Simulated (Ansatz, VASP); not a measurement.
CaSe: VASP beside Ansatz

```
Ca Se
1.0
     4.96119    0.00000    0.00000
    -2.48059    4.29651    0.00000
     0.00000    0.00000    5.80890
Ca Se
2 2
Cartesian
  2.4806 1.4322 2.5418
  0.0000 2.8643 5.4462
  0.0000 2.8643 2.5410
  2.4806 1.4322 5.4454
```

Alike in both runs: functional PBEsol; k mesh 6 × 6 × 6; occupations gaussian, width 0.02 eV; no spin polarisation.

Ansatz relaxed the structure, and its values are those at the end. VASP's run is a single point on that final structure, the one shown.

|  | VASP | Ansatz |
| --- | --- | --- |
| version | VASP 6.6.1 | Ansatz 0.2.0 |
| potentials or method | VASP PAW PBE potentials, release 64 (Ca_sv, Se) | scalar-relativistic, plane waves, PAW |
| plane-wave cutoff (eV) | 520 | 420 |
| valence electrons in the cell | 32 | 52 |

VASP gave:

* gap on the k mesh at the Fermi level (eV): 2.30
* least direct gap on the mesh (eV): 2.46
* pressure (GPa): 0.2

Which values does Ansatz return?

gap on the k mesh at the Fermi level (eV): 2.31; least direct gap on the mesh (eV): 2.47; pressure (GPa): 0.0.

The two sets of potentials don't hold the same shells in valence.

Caveats: the PAW data sets were made with another functional, which shifts forces and pressure a little (VASP). A k mesh can miss the band edges.
